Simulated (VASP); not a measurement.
# Pd (P6_3/mmc) in VASP: notebook

The runs below take Pd through single point, with PBE.

Program: VASP 6.6.1. These are calculated values, not measurements. Logs are shortened: lines on timing, memory, paths and dates and some standing lists are left out, and cuts for length are marked.

## Step 1: The crystal as given

The structure is hexagonal, space group P6_3/mmc (No. 194). Conventional cell: a = 2.784 Å, b = 2.784 Å, c = 4.629 Å, α = 90.00°, β = 90.00°, γ = 120.00°. Around Pd (site symmetry -6m2) lie 12 Pd at 2.78 to 2.82 Å.

This isn't the form of Pd at room conditions, which is fcc.

## Step 2: Single point, PBE

INCAR

```
SYSTEM = Pd
PREC = Normal ; ENCUT = 400
EDIFF = 1E-4 ; ISMEAR = -1
SIGMA = 0.2 ; LREAL = Auto
LASPH = .TRUE. ; NELM = 100
ALGO = Normal ; ISIF = 2
LWAVE = .FALSE. ; LCHARG = .FALSE.
GGA = PE ; ADDGRID = .FALSE.
```

KPOINTS

```
Automatic mesh
0
G
  8 8 4
  0 0 0
```

POSCAR

```
Pd
1.0
    2.7836650458      0.0000000000      0.0000000000
   -1.3918325229      2.4107246453      0.0000000000
    0.0000000000      0.0000000000      4.6288930000
Pd
2
Direct
    0.3690330000      0.6707680000      0.2457130000
    0.7034100000      0.3270270000      0.7475630000
```

Potentials or basis: VASP PAW PBE potentials, release 64 (Pd).

On the command line:

```
$ cat potpaw_PBE.64/Pd/POTCAR > POTCAR
$ mpirun -np 1 vasp_std > vasp.out
```

OUTCAR:

```text
SYSTEM = Pd
   PREC = Normal
   ENCUT = 400
   EDIFF = 1E-4
   ISMEAR = -1
   LREAL = Auto
   LASPH = .TRUE.
   NELM = 100
   ISIF = 2
   GGA = PE

 Found    132 irreducible k-points:

 Following reciprocal coordinates:
            Coordinates               Weight
  0.000000  0.000000  0.000000      1.000000
  0.125000  0.000000  0.000000      2.000000
  0.000000  0.125000  0.000000      2.000000
 -0.125000  0.125000  0.000000      2.000000
  0.250000  0.000000  0.000000      2.000000
  0.000000  0.250000  0.000000      2.000000
   k-points           NKPTS =    132   k-points in BZ     NKDIM =    132   number of bands    NBANDS=     14
   number of dos      NEDOS =    301   number of ions     NIONS =      2
   total plane-waves  NPLWV =   4704
   dimension x,y,z NGX =    14 NGY =   14 NGZ =   24
   dimension x,y,z NGXF=    28 NGYF=   28 NGZF=   48
   ions per type =               2
   NGX,Y,Z   is equivalent  to a cutoff of   8.36,  8.36,  8.62 a.u.
   NGXF,Y,Z  is equivalent  to a cutoff of  16.72, 16.72, 17.24 a.u.
 SYSTEM =  Pd
   PREC   = normal    normal or accurate (medium, high low for compatibility)
   ISTART =      0    job   : 0-new  1-cont  2-samecut
   ICHARG =      2    charge: 1-file 2-atom 10-const
   ISPIN  =      1    spin polarized calculation?
   LNONCOLLINEAR =      F non collinear calculations
   LSORBIT =      F    spin-orbit coupling
   LASPH  =      T    aspherical Exc in radial PAW
   ENCUT  =  400.0 eV  29.40 Ry    5.42 a.u.   4.54  4.54  7.55*2*pi/ulx,y,z
   NELM   =    100;   NELMIN=  2; NELMDL= -5     # of ELM steps
   EDIFF  = 0.1E-03   stopping-criterion for ELM
   LREAL  =      T    real-space projection
   EDIFFG = 0.1E-02   stopping-criterion for IOM
   NSW    =      0    number of steps for IOM
   IBRION =     -1    ionic relax: 0-MD 1-quasi-New 2-CG
   NFREE  =      0    steps in history (QN), initial steepest desc. (CG)
   ISIF   =      2    stress and relaxation
   ISYM   =      2    0-nonsym 1-usesym 2-fastsym
   POTIM  = 0.5000    time-step for ionic-motion
   TEBEG  =    0.0;   TEEND  =   0.0 temperature during run
   PSTRESS=    0.0 pullay stress
   NELECT =      20.0000    total number of electrons
   NUPDOWN=      -1.0000    fix difference up-down
   EMIN   =  10.00;   EMAX   =-10.00  energy-range for DOS
   EFERMI =   0.00;   METHOD = LEGACY
   ISMEAR =    -1;   SIGMA  =   0.20  broadening in eV -4-tet -1-fermi 0-gaus
   EFERMI_NEDOS =   21; number of points for ismear=-14 and -15
   IALGO  =     38    algorithm
   IMIX   =      4    mixing-type and parameters
     AMIX     =   0.40;   BMIX     =  1.00
     AMIX_MAG =   1.60;   BMIX_MAG =  1.00
  volume/ion in A,a.u.               =      15.53       104.81
  Fermi-wavevector in a.u.,A,eV,Ry     =   1.413636  2.671385 27.189429  1.998367
  Thomas-Fermi vector in A             =   2.535261
   LORBIT       =      0    0 simple, 1 ext, 2 COOP (PROOUT), +10 PAW based schemes
   GGA     = PE    functional components
   LHFCALC =     F    Hartree Fock is set to
   AEXX    =    0.0000 exact exchange contribution
   IVDW    =     0    specifies the selected vdW correction
   LEPSILON=     F    determine dielectric tensor
   LRPA    =     F    only Hartree local field effects (RPA)
 non-spin polarized calculation
  energy-cutoff  :      400.00
  volume of cell :       31.06
 maximum number of plane-waves:       580
   NGX =  9   NGY =  9   NGZ = 15

 number of electron      19.9999988 magnetization

 Free energy of the ion-electron system (eV)
  ---------------------------------------------------
  ext. energy  EPLUGINS =         0.00000000
  ---------------------------------------------------
  free energy    TOTEN  =       -10.60332143 eV

  energy without entropy =      -10.17413032  energy(sigma->0) =      -10.38872588

 E-fermi :   9.0410     XC(G=0): -12.8653

 val. band max:        9.0406348742   @ k =  -0.1250  -0.3750  -0.2500
 cond. band min:       9.0409556557   @ k =   0.3750   0.1250   0.2500
 fundamental gap:      0.0003207815
 Fermi energy:         9.0409531260

 k-point     1 :       0.0000    0.0000    0.0000
  band No.  band energies     occupation
      1       2.1882      2.00000
      2       4.0173      2.00000
      3       6.2167      2.00000
      4       6.4092      2.00000
      5       6.4301      2.00000
      6       6.7337      1.99998
      7       6.7603      1.99998
      8       7.3201      1.99963
      9       7.4214      1.99939
     10       8.6505      1.75138
     11       8.7450      1.62910
     12       9.9138      0.02513
     13      15.5856      0.00000
     14      26.0156      0.00000

 k-point     2 :       0.1250    0.0000    0.0000
  band No.  band energies     occupation
      1       2.6657      2.00000
      2       4.3374      2.00000
      3       5.9801      2.00000
      4       6.5332      1.99999
      5       6.7153      1.99998
      6       6.7349      1.99998
      7       6.9210      1.99995
      8       7.0355      1.99991
      9       7.1972      1.99980
     10       7.6202      1.99836
     11       8.7686      1.59206
     12      11.6936      0.00000
     13      15.6122      0.00000
     14      25.5011      0.00000

 k-point     3 :       0.0000    0.1250    0.0000
  band No.  band energies     occupation
      1       2.6663      2.00000
      2       4.3408      2.00000
      3       5.9713      2.00000
      4       6.5203      1.99999
      5       6.7376      1.99998
      6       6.7414      1.99998
      7       6.9139      1.99995
      8       7.0248      1.99992
      9       7.2220      1.99978
     10       7.6155      1.99840
     11       8.7427      1.63260
     12      11.7078      0.00000
     13      15.6119      0.00000
     14      25.4678      0.00000
[... 18 lines left out ...]
 k-point     5 :       0.2500    0.0000    0.0000
  band No.  band energies     occupation
      1       3.8065      2.00000
      2       4.6966      2.00000
      3       5.7306      2.00000
      4       5.9172      2.00000
      5       6.3677      2.00000
      6       6.8207      1.99997
      7       7.0869      1.99989
      8       7.4845      1.99917
      9       7.5658      1.99875
     10       7.7938      1.99609
     11       8.8759      1.39071
     12      14.2713      0.00000
     13      15.8143      0.00000
     14      21.4260      0.00000

 k-point     6 :       0.0000    0.2500    0.0000
  band No.  band energies     occupation
      1       3.8127      2.00000
      2       4.7079      2.00000
      3       5.7492      2.00000
      4       5.9016      2.00000
      5       6.3554      2.00000
      6       6.8400      1.99997
      7       7.0457      1.99991
      8       7.4988      1.99910
      9       7.5693      1.99873
     10       7.7869      1.99622
     11       8.8619      1.41988
     12      14.2974      0.00000
     13      15.8162      0.00000
     14      21.4145      0.00000

 [... further k-points ...]
[... 5 lines left out ...]
  --------------------------------------------------------------------------------------
  -------------------------------------------------------------------------------------
  Total       -0.0974762     -0.0157387     -0.4238899      0.0298206     -0.0025414      0.0009800
  in kB       -5.0276790     -0.8117803    -21.8636105      1.5381008     -0.1310829      0.0505485
  external PRESSURE =      -9.2343566 kB  Pullay stress =       0.0000000 kB

 VOLUME and BASIS-vectors are now :
 -----------------------------------------------------------------------------
  energy-cutoff  :      400.00
  volume of cell :       31.06
      direct lattice vectors                 reciprocal lattice vectors
     2.783665046  0.000000000  0.000000000     0.359238624  0.207406516  0.000000000
    -1.391832523  2.410724645  0.000000000     0.000000000  0.414813032  0.000000000
     0.000000000  0.000000000  4.628893000     0.000000000  0.000000000  0.216034374

 POSITION                                       TOTAL-FORCE (eV/Angst)
 -----------------------------------------------------------------------------------
      0.09367      1.61704      1.13738         0.020846     -0.029196      0.065286
      1.50289      0.78837      3.46039        -0.020846      0.029196     -0.065286
 -----------------------------------------------------------------------------------
    total drift:                               -0.000035      0.000000      0.000215

  FREE ENERGIE OF THE ION-ELECTRON SYSTEM (eV)
  ---------------------------------------------------
  free  energy   TOTEN  =       -10.6033214349 eV

  energy  without entropy=      -10.1741303237  energy(sigma->0) =      -10.38872588
```

OSZICAR:

```text
N       E                     dE             d eps       ncg     rms          rms(c)
DAV:   1     0.902463668388E+02    0.90246E+02   -0.91054E+03  3710   0.113E+03
DAV:   2    -0.985634858632E+01   -0.10010E+03   -0.95538E+02  3978   0.254E+02
DAV:   3    -0.111203652426E+02   -0.12640E+01   -0.12562E+01  4386   0.332E+01
DAV:   4    -0.111276949608E+02   -0.73297E-02   -0.73291E-02  4176   0.238E+00
DAV:   5    -0.111278089776E+02   -0.11402E-03   -0.11402E-03  4434   0.321E-01    0.971E+00
DAV:   6    -0.106256712528E+02    0.50214E+00   -0.14560E+00  3828   0.133E+01    0.481E+00
DAV:   7    -0.106087365587E+02    0.16935E-01   -0.98282E-03  4254   0.860E-01    0.245E+00
DAV:   8    -0.106033217124E+02    0.54148E-02   -0.15633E-03  3918   0.336E-01    0.770E-02
DAV:   9    -0.106033214349E+02    0.27741E-06   -0.26186E-05  2472   0.515E-02
   1 F= -.10603321E+02 E0= -.10388726E+02  d E =-.429191E+00
```

Wall time 11 s (1 thread of AMD EPYC 9R45 (Zen 5), shared host); peak memory 0.1 GiB.

The run converged, but some of its settings lie outside the range that counts as converged, so its numbers aren't taken as properties of the crystal.

What came out:

* Free energy: -10.6033 eV
* Pressure: -0.9 GPa
* Largest force: 0.074 eV/Å
* Band gap on the k mesh: none (metal or under the smearing width)

## Step 3: Single point, PBE

INCAR

```
SYSTEM = Pd
PREC = Accurate ; ENCUT = 600
EDIFF = 1E-6 ; ISMEAR = -1
SIGMA = 0.2 ; LREAL = .FALSE.
LASPH = .TRUE. ; NELM = 100
ALGO = Normal ; ISIF = 2
LWAVE = .FALSE. ; LCHARG = .FALSE.
GGA = PE ; ADDGRID = .FALSE.
```

KPOINTS

```
Automatic mesh
0
G
  6 6 4
  0 0 0
```

POSCAR

```
Pd
1.0
    2.7836650458      0.0000000000      0.0000000000
   -1.3918325229      2.4107246453      0.0000000000
    0.0000000000      0.0000000000      4.6288930000
Pd
2
Direct
    0.3333333333      0.6666666667      0.2500000000
    0.6666666667      0.3333333333      0.7500000000
```

Potentials or basis: VASP PAW PBE potentials, release 64 (Pd).

On the command line:

```
$ cat potpaw_PBE.64/Pd/POTCAR > POTCAR
$ mpirun -np 1 vasp_std > vasp.out
```

Wall time 6.4 s (1 thread of AMD EPYC 9R45 (Zen 5), shared host); peak memory 0.13 GiB.

The run converged, but some of its settings lie outside the range that counts as converged, so its numbers aren't taken as properties of the crystal.

What came out:

| Item | Value |
| --- | --- |
| Free energy | -10.6430 eV |
| Pressure | -1.1 GPa |
| Band gap on the k mesh | none (metal or under the smearing width) |

Caveat: the k mesh is coarse (spacing up to 0.43 Å⁻¹), so the values aren't converged.

## Step 4: Single point, PBE

INCAR is that of step 3.

KPOINTS is that of step 3.

POSCAR

```
Pd
1.0
    2.7836650458      0.0000000000      0.0000000000
   -1.3918325229      2.4107246453      0.0000000000
    0.0000000000      0.0000000000      4.6288930000
Pd
2
Direct
    0.3690330000      0.6707680000      0.2457130000
    0.7034100000      0.3270270000      0.7475630000
```

On the command line:

```
$ cat potpaw_PBE.64/Pd/POTCAR > POTCAR
$ mpirun -np 1 vasp_std > vasp.out
```

Run time: 18 s. Hardware: 1 thread of AMD EPYC 9R45 (Zen 5), shared host; peak memory 0.15 GiB.

These settings aren't checked as converged: the numbers below hold their error.

What came out:

```yaml
Free_energy: -10.6422 eV
Pressure: -1.1 GPa
Largest_force: 0.076 eV/Å
Band_gap_on_the_k_mesh: none (metal or under the smearing width)
```

Caveat: the k mesh is coarse (spacing up to 0.43 Å⁻¹), so the values aren't converged.

## Step 5: Single point, PBE

Edit INCAR of step 4 so:

```diff
@@ -1,3 +1,3 @@
 SYSTEM = Pd
-PREC = Accurate ; ENCUT = 600
+PREC = Accurate ; ENCUT = 200
 EDIFF = 1E-6 ; ISMEAR = -1
```

KPOINTS

```
Automatic mesh
0
G
  12 12 6
  0 0 0
```

POSCAR

```
Pd
1.0
    2.7836650458      0.0000000000      0.0000000000
   -1.3918325229      2.4107246453      0.0000000000
    0.0000000000      0.0000000000      4.6288930000
Pd
2
Direct
    0.3333333333      0.6666666667      0.2500000000
    0.6666666667      0.3333333333      0.7500000000
```

Potentials or basis: VASP PAW PBE potentials, release 64 (Pd).

On the command line:

```
$ cat potpaw_PBE.64/Pd/POTCAR > POTCAR
$ mpirun -np 1 vasp_std > vasp.out
```

OUTCAR:

```text
SYSTEM = Pd
   PREC = Accurate
   ENCUT = 200
   EDIFF = 1E-6
   ISMEAR = -1
   LREAL = .FALSE.
   LASPH = .TRUE.
   NELM = 100
   ISIF = 2
   GGA = PE

 Found     76 irreducible k-points:

 Following reciprocal coordinates:
            Coordinates               Weight
  0.000000  0.000000  0.000000      1.000000
  0.083333  0.000000  0.000000      6.000000
  0.166667  0.000000  0.000000      6.000000
  0.250000  0.000000  0.000000      6.000000
  0.333333  0.000000  0.000000      6.000000
  0.416667  0.000000  0.000000      6.000000
   k-points           NKPTS =     76   k-points in BZ     NKDIM =     76   number of bands    NBANDS=     14
   number of dos      NEDOS =    301   number of ions     NIONS =      2
   total plane-waves  NPLWV =   4704
   dimension x,y,z NGX =    14 NGY =   14 NGZ =   24
   dimension x,y,z NGXF=    28 NGYF=   28 NGZF=   48
   ions per type =               2
   NGX,Y,Z   is equivalent  to a cutoff of   8.36,  8.36,  8.62 a.u.
   NGXF,Y,Z  is equivalent  to a cutoff of  16.72, 16.72, 17.24 a.u.
 SYSTEM =  Pd
   PREC   = accura    normal or accurate (medium, high low for compatibility)
   ISTART =      0    job   : 0-new  1-cont  2-samecut
   ICHARG =      2    charge: 1-file 2-atom 10-const
   ISPIN  =      1    spin polarized calculation?
   LNONCOLLINEAR =      F non collinear calculations
   LSORBIT =      F    spin-orbit coupling
[... 63 lines left out ...]
      3       6.2466      2.00000
      4       6.3865      1.99999
      5       6.3865      1.99999
      6       6.6449      1.99998
      7       6.6449      1.99998
      8       7.2900      1.99947
      9       7.2900      1.99947
     10       8.6738      1.57860
     11       8.6738      1.57860
     12       9.9472      0.01278
     13      15.6122      0.00000
     14      26.1550      0.00000
[... 71 lines left out ...]
      1       4.2235      2.00000
      2       4.4923      2.00000
      3       4.6400      2.00000
      4       6.3477      2.00000
      5       6.6046      1.99998
      6       6.7484      1.99996
      7       6.9927      1.99988
      8       8.6577      1.60476
      9       8.8192      1.28834
     10       8.8388      1.24298
     11       9.9998      0.00984
     12      15.0347      0.00000
     13      17.7368      0.00000
     14      17.7748      0.00000

 [... further k-points ...]
[... 5 lines left out ...]
  --------------------------------------------------------------------------------------
  -------------------------------------------------------------------------------------
  Total      -11.1964969    -11.1964969    -11.4331556      0.0000000     -0.0000000      0.0000000
  in kB     -577.4987137   -577.4987137   -589.7052193      0.0000000     -0.0000000      0.0000000
  external PRESSURE =    -581.5675489 kB  Pullay stress =       0.0000000 kB

 VOLUME and BASIS-vectors are now :
 -----------------------------------------------------------------------------
  energy-cutoff  :      200.00
  volume of cell :       31.06
      direct lattice vectors                 reciprocal lattice vectors
     2.783665046  0.000000000  0.000000000     0.359238624  0.207406516  0.000000000
    -1.391832523  2.410724645  0.000000000     0.000000000  0.414813032  0.000000000
     0.000000000  0.000000000  4.628893000     0.000000000  0.000000000  0.216034374

 POSITION                                       TOTAL-FORCE (eV/Angst)
 -----------------------------------------------------------------------------------
     -0.00000      1.60715      1.15722        -0.000000      0.000000      0.000000
      1.39183      0.80357      3.47167         0.000000      0.000000      0.000000
 -----------------------------------------------------------------------------------
    total drift:                               -0.000000      0.000000     -0.000000

  FREE ENERGIE OF THE ION-ELECTRON SYSTEM (eV)
  ---------------------------------------------------
  free  energy   TOTEN  =       -10.3317304776 eV

  energy  without entropy=       -9.9266880847  energy(sigma->0) =      -10.12920928
```

OSZICAR:

```text
N       E                     dE             d eps       ncg     rms          rms(c)
DAV:   1     0.404913561687E+02    0.40491E+02   -0.61263E+03  2396   0.644E+02
DAV:   2    -0.106408813186E+02   -0.51132E+02   -0.48365E+02  2380   0.166E+02
DAV:   3    -0.111114032060E+02   -0.47052E+00   -0.46817E+00  2524   0.166E+01
DAV:   4    -0.111134602183E+02   -0.20570E-02   -0.20569E-02  2494   0.108E+00
DAV:   5    -0.111134804008E+02   -0.20182E-04   -0.20181E-04  2506   0.107E-01    0.111E+01
DAV:   6    -0.103493825642E+02    0.76410E+00   -0.21049E+00  2230   0.146E+01    0.332E+00
DAV:   7    -0.103353090270E+02    0.14074E-01   -0.20863E-02  2488   0.122E+00    0.160E+00
DAV:   8    -0.103318355474E+02    0.34735E-02   -0.24631E-03  2230   0.442E-01    0.172E-01
DAV:   9    -0.103317362349E+02    0.99313E-04   -0.29370E-05  2530   0.513E-02    0.280E-02
DAV:  10    -0.103317315233E+02    0.47116E-05   -0.68120E-07  1772   0.782E-03    0.434E-03
DAV:  11    -0.103317305018E+02    0.10215E-05   -0.98179E-08  1316   0.291E-03    0.345E-04
DAV:  12    -0.103317304776E+02    0.24135E-07   -0.12096E-08  1160   0.819E-04
   1 F= -.10331730E+02 E0= -.10129209E+02  d E =-.405042E+00
```

Wall time 5.5 s (1 thread of AMD EPYC 9R45 (Zen 5), shared host); peak memory 0.08 GiB.

The run converged, but a check on its numbers failed (symmetry, net force, bounds or a known fault of this set-up), so they aren't taken as properties of the crystal.

Caveat: the cutoff lies under the usual one of these potentials, so the numbers hold a large basis-set error; a pressure of tens of GPa on the cell as given is suspect, and the run, the potentials or the cell itself is likely at fault.

## Step 6: For comparison

An earlier run on the cell as given: functional PBEsol; potentials or basis VASP PAW PBE potentials, release 64 (Pd); cutoff 520 eV; k mesh 11 × 11 × 6; occupations fermi-dirac, width 0.05 eV; no spin polarisation.

- Pressure: -10.6 GPa
- Band gap on the k mesh: none (metal or under the smearing width)
